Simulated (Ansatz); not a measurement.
# KI (Fm-3m) in Ansatz: a series of runs

Aim: see how the results for KI move with the level of theory and the settings. Levels: LDA, PBE, PBEsol. Tasks: band structure.

All numbers are computed with Ansatz 0.2.0; they aren't measurements. Logs are shortened: lines on timing, memory, paths and dates and some standing lists are left out, and cuts for length are marked.

**Measured values to compare with.**

From a printed reference work, monograph, for a bulk crystal of KI: band gap 6.32 eV.

The runs below are set against these values where they give the same quantity.

## (1) Starting point

Symmetry: Fm-3m, No. 225, cubic system. The conventional cell has a = 7.066 Å, b = 7.066 Å, c = 7.066 Å, α = 90.00°, β = 90.00°, γ = 90.00°. I (site symmetry m-3m) has 6 K at 3.53 Å as nearest neighbours. K (site symmetry m-3m) is surrounded by 6 I at 3.53 Å.

## (2) Band structure, LDA

input.yaml

```yaml
crystal:
  lattice:
    - [0.0, 3.532775, 3.532775]
    - [3.532775, 0.0, 3.532775]
    - [3.532775, 3.532775, 0.0]
  atoms:
    - { symbol: I, position: [0.5, 0.5, 0.5] }
    - { symbol: K, position: [0.0, 0.0, 0.0] }
hamiltonian:
  xc: lda
  pseudopotentials: { kind: paw }
kpoints:
  mp_grid: { grid: [7, 7, 7] }
  band_path:
    path:
      - [[0.0, 0.0, 0.0], [0.5, 0.0, 0.5], [0.5, 0.25, 0.75], [0.375, 0.375, 0.75], [0.0, 0.0, 0.0], [0.5, 0.5, 0.5], [0.625, 0.25, 0.625], [0.5, 0.25, 0.75], [0.5, 0.5, 0.5], [0.375, 0.375, 0.75]]
      - [[0.625, 0.25, 0.625], [0.5, 0.0, 0.5]]
    npoints: 14
scf:
  occupations: { method: fermi_dirac, width: 0.05 }
  n_extra_bands: 6
output:
  forces: true
  stress: true
  eigenvalues: true
  fatbands: true
```

Potentials or basis: Ansatz PAW.

Command:

```bash
> ansatz run input.yaml --threads 2 --pin off --max-ram 5632MiB --backend cpu --events-out ev --progress --plain --runs-dir out
```

Output:

```text
Warning: RAYON_NUM_THREADS=2 ignored (pool sized by the plan → 2); use --threads N
scf.n_extra_bands = 6 over 13 filled bands (N_el = 26.0): the run solves 19 bands
Engine: ansatz 0.2.0, x86_64-unknown-linux-gnu
Pseudopotentials: kind: paw
Pseudopotential: I, paw, valence charge 17, recommended cutoff 420 eV (normal), I.paw.azcp
Pseudopotential: K, paw, valence charge 9, recommended cutoff 420 eV (normal), K.paw.azcp
Functional definition: SPW92
  exchange = slater_x
  correlation = pw_c
Crystal: 2 atoms, lattice volume = 88.182 Å³
Basis set: ecut = 420 eV, 1759 PW (Γ)
Bands: 19, of which v1, the nominal top of the filled ones, is band 13 counted from 1 (12 counted from 0)
Symmetry: 48 space group operations
Space group: Fm-3m (ITA 225), of the structure as read, at distance tolerance 4.5e-5 Å
k-points: 20 of 343
Non-local potential: I, projectors of the file, l = 0: 2, l = 1: 2, l = 2: 2, l = 3: 2
Non-local potential: K, projectors of the file, l = 0: 3, l = 1: 2, l = 2: 2
PAW form: soft (Blöchl's): semilocal exchange-correlation on the pseudo side does not see the compensation charge
PAW frozen core: I, regenerated for the run's functional, and the local potential with it (the file was generated under x = pbe(κ = 0.804, μ = 0.2195149727645171), c = pbe(β = 0.06672455060314922))
PAW frozen core: K, regenerated for the run's functional, and the local potential with it (the file was generated under x = pbe(κ = 0.804, μ = 0.2195149727645171), c = pbe(β = 0.06672455060314922))
PAW one-centre angular grid: I, 590 points (default); XC on 64 Gauss nodes
PAW one-centre angular grid: K, 110 points (default); XC on 64 Gauss nodes
Initial density: superposition of atomic densities (neutral atoms: chi_scale 0, normalization atom), corrected by the library's trained network
Initial wavefunctions: pseudopotential atomic-orbital guess
Functional: x = slater, c = lda
SCF iter   1: F=—  HF=-8855.059052 eV  |F-HF|=—  |Δ(HF+E_count)|=         —  Δρ=4.33e-3  dr2=7.73e-3  ethr=1.77e-3  ⟨swp⟩=7.6  Hψ=2262  notcnv=0  defer=3
preconditioner: auto → none  [insulator: Δε(μ)=3.589 eV  Ē_g=14.060 eV  σ=0.050 eV  W_gap=1.00  n_scr=14 (ndim 8)  ℏωp=14.8 eV  f_vac=0.139  D(μ)=0.00/eV (n_scr^D=0)  ε∞_Penn≈2.1]
SCF iter   2: F=—  HF=-8855.056501 eV  |F-HF|=—  |Δ(HF+E_count)|=   2.55e-3  Δρ=2.13e-3  dr2=1.56e-3  ethr=2.97e-5  ⟨swp⟩=2.1  Hψ=710  notcnv=0  defer=30
SCF iter   3: F=—  HF=-8855.056308 eV  |F-HF|=—  |Δ(HF+E_count)|=   1.93e-4  Δρ=3.25e-4  dr2=1.33e-4  ethr=5.98e-6  ⟨swp⟩=3.0  Hψ=591  notcnv=0  defer=30
SCF iter   4: F=—  HF=-8855.056243 eV  |F-HF|=—  |Δ(HF+E_count)|=   6.49e-5  Δρ=5.47e-5  dr2=3.54e-6  ethr=5.12e-7  ⟨swp⟩=2.0  Hψ=606  notcnv=0  defer=30
SCF iter   5: F=—  HF=-8855.056243 eV  |F-HF|=—  |Δ(HF+E_count)|=   4.29e-7  Δρ=1.11e-5  dr2=6.58e-8  ethr=1.36e-8  ⟨swp⟩=2.0  Hψ=416  notcnv=0  defer=30
SCF iter   6: F=-8855.056243 eV  HF=-8855.056243 eV  |F-HF|=7.28e-11  |Δ(HF+E_count)|=   3.04e-8  Δρ=2.08e-6  dr2=1.07e-9  ethr=2.53e-10  ⟨swp⟩=7.4  Hψ=2005  notcnv=0
SCF 1 converged in 6 iterations: F = -8855.056243 eV  dr2 = 1.07e-9
NSCF: frozen V_eff on 142 k-points
SCF converged after 6 iterations
Free energy (F): -8855.056243 eV
Harris-Foulkes:  -8855.056243 eV  (|F-HF|=7.28e-11)
Internal energy: -8855.056243 eV  (E = F + TS)
E sigma→0 (E₀):  -8855.056243 eV
Fermi energy:    3.860746 eV
--- Per-component energies (eV) ---
  E_band       = -527.511657
  E_kinetic    = 443.118249
  E_local      = -2837.728382  (includes V_loc(G=0)·N_el)
  E_nonlocal   = -69.796680
  E_hartree    = 1340.170750
  E_xc         = -260.080721
  E_vxc        = -291.964360  (∫ρ·V_xc dr)
  E_paw        = -5403.345876  (= ΣΔE_a)
  E_vpaw       = -451.481903  (= ΣTr[D̂ρ^β])
  E_aug_tail   = 0.000059  (compensation charges beyond the density's cutoff)
  E_ewald      = -2068.432357
  E_core_change = 1.038715  (= ΣΔE_core)
  E_smearing   = -0.000000  (= −TS)
  E_closure    = -0.000000  (closes the sum)
  Σ components = -8855.056243   (vs F -8855.056243, Δ=0.00e0)
--- Forces (eV/Å), atoms counted from 1 ---
  atom   1  I      0.00000000    -0.00000000    -0.00000000
  atom   2  K     -0.00000000     0.00000000    -0.00000000
  max |Σ_I F_I| component: 6.45e-29 eV/Å
--- Stress (GPa, compression-positive) ---
       -1.314077       0.000000      -0.000000
        0.000000      -1.314077       0.000000
        0.000000      -0.000000      -1.314077
  P = ⅓ Tr σ = -1.3141 GPa (-13.141 kbar)
--- Band table (eV; the first three rows and the last of 20) ---
  k-point 0: bands = ["-40.7249", "-40.7249", "-40.7221", "-40.7221", "-40.7221", "-26.1869", "-9.8720", "-9.8720", "-9.8720", "-8.6176", "1.9984", "1.9984", "1.9984", "5.6045", "8.3003", "8.3003", "8.3003", "9.0627", "9.0627"]
  k-point 1: bands = ["-40.7249", "-40.7249", "-40.7221", "-40.7221", "-40.7221", "-26.1864", "-9.9097", "-9.8725", "-9.8725", "-8.5563", "1.6500", "1.9264", "1.9264", "6.1078", "8.2074", "8.5190", "8.5190", "9.2958", "9.2958"]
  k-point 2: bands = ["-40.7249", "-40.7249", "-40.7221", "-40.7221", "-40.7221", "-26.1855", "-9.9844", "-9.8736", "-9.8736", "-8.4272", "1.0512", "1.7752", "1.7752", "6.9051", "8.4936", "9.0754", "9.0754", "9.9416", "9.9416"]
  k-point 19: bands = ["-40.7249", "-40.7249", "-40.7221", "-40.7221", "-40.7220", "-26.1839", "-9.9473", "-9.9087", "-9.8931", "-8.4004", "1.1683", "1.1942", "1.4971", "7.8605", "8.5094", "8.6457", "9.9330", "10.6179", "11.0839"]
```

It took 3.7 s on 2 threads of Intel Xeon Platinum 8375C at 2.90GHz (Ice Lake), shared host; peak memory 0.44 GiB.

Results:

- Free energy: -8855.0562 eV
- Pressure: -1.3 GPa
- Band gap on the k mesh: 3.61 eV, direct
- Band gap along the path: 3.61 eV, direct

Levels at the corners of the path, in eV from the valence-band top:
```csv
point,band 10,band 11,band 12,band 13,band 14,band 15,band 16,band 17
Γ,-10.62,0.00,0.00,0.00,3.61,6.30,6.30,6.30
X,-10.47,-1.04,-0.38,-0.38,4.70,5.49,7.97,8.49
W,-10.41,-0.76,-0.76,-0.63,6.24,6.24,6.40,7.91
K,-10.41,-0.89,-0.79,-0.40,5.38,6.38,7.38,8.03
Γ,-10.62,0.00,0.00,0.00,3.61,6.30,6.30,6.30
L,-10.31,-1.38,-0.35,-0.35,5.25,7.44,7.98,7.98
U,-10.41,-0.89,-0.79,-0.40,5.38,6.38,7.38,8.03
W,-10.41,-0.76,-0.76,-0.63,6.24,6.24,6.40,7.91
L,-10.31,-1.38,-0.35,-0.35,5.25,7.44,7.98,7.98
K,-10.41,-0.89,-0.79,-0.40,5.38,6.38,7.38,8.03
U,-10.41,-0.89,-0.79,-0.40,5.38,6.38,7.38,8.03
X,-10.47,-1.04,-0.38,-0.38,4.70,5.49,7.97,8.49
```

Caveat: spin-orbit coupling is left out, which moves the levels of the heavy elements; the PAW data sets come from PBE, with cores solved anew for the run's functional, which leaves a small shift of forces and pressure.

## (3) Band structure, PBE

input.yaml, as its differences from that of step 2:

```diff
@@ -9,3 +9,3 @@
 hamiltonian:
-  xc: lda
+  xc: pbe
   pseudopotentials: { kind: paw }
@@ -25,2 +25,2 @@
   eigenvalues: true
-  fatbands: true
+  fatbands: false
```

Potentials or basis: Ansatz PAW.

Command:

```bash
> ansatz run input.yaml --threads 2 --pin off --max-ram 5632MiB --backend cpu --events-out ev --progress --plain --runs-dir out
```

Output:

```text
Warning: RAYON_NUM_THREADS=2 ignored (pool sized by the plan → 2); use --threads N
scf.n_extra_bands = 6 over 13 filled bands (N_el = 26.0): the run solves 19 bands
[... 4 set-up lines as earlier in the session ...]
Functional definition: PBE
  parameter kappa = 0.804
  parameter beta = 0.06672455060314922
  exchange = pbe_x(kappa = kappa, mu = beta*pi^2/3)
  correlation = pbe_c(beta = beta)
Crystal: 2 atoms, lattice volume = 88.182 Å³
Basis set: ecut = 420 eV, 1759 PW (Γ), exchange–correlation on 72×72×72 points (8 copies of the dense FFT grid, shifted against one another)
Bands: 19, of which v1, the nominal top of the filled ones, is band 13 counted from 1 (12 counted from 0)
[... 2 set-up lines as earlier in the session ...]
k-points: 20 of 343
[... 7 set-up lines as earlier in the session ...]
Functional: x = pbe(κ = 0.804, μ = 0.2195149727645171), c = pbe(β = 0.06672455060314922)
SCF iter   1: F=—  HF=-9053.690559 eV  |F-HF|=—  |Δ(HF+E_count)|=         —  Δρ=2.21e-4  dr2=3.03e-5  ethr=1.77e-3  ⟨swp⟩=7.6  Hψ=2250  notcnv=0  defer=2
preconditioner: auto → none  [insulator: Δε(μ)=3.960 eV  Ē_g=14.327 eV  σ=0.050 eV  W_gap=1.00  n_scr=14 (ndim 8)  ℏωp=14.8 eV  f_vac=0.139  D(μ)=0.00/eV (n_scr^D=0)  ε∞_Penn≈2.1]
SCF iter   2: F=—  HF=-9053.689991 eV  |F-HF|=—  |Δ(HF+E_count)|=   5.67e-4  Δρ=2.75e-4  dr2=1.28e-4  ethr=1.17e-7  ⟨swp⟩=3.6  Hψ=1089  notcnv=0  defer=6
SCF iter   3: F=—  HF=-9053.689954 eV  |F-HF|=—  |Δ(HF+E_count)|=   3.76e-5  Δρ=1.41e-4  dr2=2.97e-5  ethr=1.17e-7  ⟨swp⟩=2.0  Hψ=606  notcnv=0  defer=6
SCF iter   4: F=—  HF=-9053.689955 eV  |F-HF|=—  |Δ(HF+E_count)|=   1.41e-6  Δρ=2.03e-5  dr2=4.60e-7  ethr=1.14e-7  ⟨swp⟩=2.0  Hψ=606  notcnv=0  defer=6
iter 5 did not close the SCF: its close was put off for the readings that it lacked (scf_convergence_deferred on its scf_iter line)
SCF iter   5: F=-9053.689956 eV  HF=-9053.689956 eV  |F-HF|=6.37e-8  |Δ(HF+E_count)|=   1.07e-6  Δρ=6.39e-6  dr2=5.99e-8  ethr=1.77e-9  ⟨swp⟩=2.0  Hψ=607  notcnv=0  defer=6
SCF iter   6: F=-9053.689956 eV  HF=-9053.689956 eV  |F-HF|=1.85e-8  |Δ(HF+E_count)|=   2.16e-8  Δρ=2.94e-6  dr2=1.60e-8  ethr=2.31e-10  ⟨swp⟩=7.1  Hψ=1885  notcnv=0
SCF 1 converged in 6 iterations: F = -9053.689956 eV  dr2 = 1.60e-8
NSCF: frozen V_eff on 142 k-points
SCF converged after 6 iterations
Free energy (F): -9053.689956 eV
Harris-Foulkes:  -9053.689956 eV  (|F-HF|=1.85e-8)
Internal energy: -9053.689956 eV  (E = F + TS)
E sigma→0 (E₀):  -9053.689956 eV
Fermi energy:    4.311290 eV
--- Per-component energies (eV) ---
  E_band       = -521.552465
  E_kinetic    = 443.092373
  E_local      = -2830.528202  (includes V_loc(G=0)·N_el)
  E_nonlocal   = -77.391256
  E_hartree    = 1342.096126
  E_xc         = -263.476379
  E_vxc        = -293.790968  (∫ρ·V_xc dr)
  E_paw        = -5599.050254  (= ΣΔE_a)
  E_vpaw       = -447.119239  (= ΣTr[D̂ρ^β])
  E_aug_tail   = -0.000007  (compensation charges beyond the density's cutoff)
  E_ewald      = -2068.432357
  E_smearing   = -0.000000  (= −TS)
  E_closure    = 0.000000  (closes the sum)
  Σ components = -9053.689956   (vs F -9053.689956, Δ=0.00e0)
--- Forces (eV/Å), atoms counted from 1 ---
  atom   1  I      0.00000000    -0.00000000    -0.00000000
  atom   2  K     -0.00000000     0.00000000     0.00000000
  max |Σ_I F_I| component: 7.95e-29 eV/Å
--- Stress (GPa, compression-positive) ---
        0.585674       0.000000       0.000000
        0.000000       0.585674      -0.000000
       -0.000000      -0.000000       0.585674
  P = ⅓ Tr σ = 0.5857 GPa (5.857 kbar)
--- Band table (eV; the first three rows and the last of 20) ---
  k-point 0: bands = ["-40.4692", "-40.4692", "-40.4663", "-40.4663", "-40.4663", "-26.2277", "-9.7158", "-9.7158", "-9.7158", "-8.2353", "2.2666", "2.2666", "2.2666", "6.2335", "8.7737", "8.7737", "8.7737", "9.4927", "9.4927"]
  k-point 1: bands = ["-40.4691", "-40.4691", "-40.4663", "-40.4663", "-40.4663", "-26.2273", "-9.7469", "-9.7163", "-9.7163", "-8.1804", "1.9436", "2.1981", "2.1981", "6.7154", "8.6931", "8.9908", "8.9908", "9.7257", "9.7257"]
  k-point 2: bands = ["-40.4691", "-40.4691", "-40.4663", "-40.4663", "-40.4663", "-26.2265", "-9.8103", "-9.7172", "-9.7172", "-8.0621", "1.3722", "2.0535", "2.0535", "7.4796", "9.0070", "9.5415", "9.5415", "10.3805", "10.3805"]
  k-point 19: bands = ["-40.4692", "-40.4691", "-40.4663", "-40.4663", "-40.4662", "-26.2250", "-9.7797", "-9.7494", "-9.7349", "-8.0287", "1.4748", "1.4958", "1.7867", "8.3656", "9.0272", "9.1466", "10.4680", "11.0448", "11.5530"]
```

bands.tsv:

```text
# k_distance	band_0	band_1	band_2	band_3	band_4	band_5	band_6	band_7	band_8	band_9	band_10	band_11	band_12	band_13	band_14	band_15	band_16	band_17	band_18
[... 159 lines left out ...]
5.663488	-44.780455	-44.780414	-44.777599	-44.777529	-44.777529	-30.536260	-14.072265	-14.046597	-14.045316	-12.402237	-3.037000	-2.421408	-2.410990	2.915153	3.749201	6.068729	6.648068	6.706038	7.515536
5.685946	-44.780455	-44.780413	-44.777599	-44.777528	-44.777528	-30.536260	-14.072394	-14.045744	-14.045423	-12.403351	-3.039247	-2.413196	-2.410577	2.901790	3.734739	6.061906	6.656085	6.746529	7.525580
5.708403	-44.780455	-44.780413	-44.777600	-44.777528	-44.777528	-30.536260	-14.072437	-14.045459	-14.045459	-12.403724	-3.039997	-2.410437	-2.410437	2.897303	3.729920	6.059628	6.658764	6.760828	7.528925
```

Run time: 3.1 s. Hardware: 2 threads of Intel Xeon Platinum 8375C at 2.90GHz (Ice Lake), shared host; peak memory 0.45 GiB.

What came out:

- Free energy: -9053.6900 eV
- Pressure: 0.6 GPa
- Band gap on the k mesh: 3.97 eV, direct
- Band gap along the path: 3.97 eV, direct

Levels at the corners of the path, in eV from the valence-band top:
| point | band 10 | band 11 | band 12 | band 13 | band 14 | band 15 | band 16 | band 17 |
| --- | --- | --- | --- | --- | --- | --- | --- | --- |
| Γ | -10.50 | 0.00 | 0.00 | 0.00 | 3.97 | 6.51 | 6.51 | 6.51 |
| X | -10.36 | -1.00 | -0.37 | -0.37 | 4.94 | 5.77 | 8.10 | 8.70 |
| W | -10.30 | -0.73 | -0.73 | -0.60 | 6.47 | 6.47 | 6.65 | 8.19 |
| K | -10.30 | -0.85 | -0.75 | -0.38 | 5.62 | 6.64 | 7.62 | 8.28 |
| Γ | -10.50 | 0.00 | 0.00 | 0.00 | 3.97 | 6.51 | 6.51 | 6.51 |
| L | -10.22 | -1.32 | -0.34 | -0.34 | 5.53 | 7.71 | 8.16 | 8.16 |
| U | -10.30 | -0.85 | -0.75 | -0.38 | 5.62 | 6.64 | 7.62 | 8.28 |
| W | -10.30 | -0.73 | -0.73 | -0.60 | 6.47 | 6.47 | 6.65 | 8.19 |
| L | -10.22 | -1.32 | -0.34 | -0.34 | 5.53 | 7.71 | 8.16 | 8.16 |
| K | -10.30 | -0.85 | -0.75 | -0.38 | 5.62 | 6.64 | 7.62 | 8.28 |
| U | -10.30 | -0.85 | -0.75 | -0.38 | 5.62 | 6.64 | 7.62 | 8.28 |
| X | -10.36 | -1.00 | -0.37 | -0.37 | 4.94 | 5.77 | 8.10 | 8.70 |

Caveat: spin-orbit coupling is left out, which moves the levels of the heavy elements.

(Part 1 of 2 ends here.)
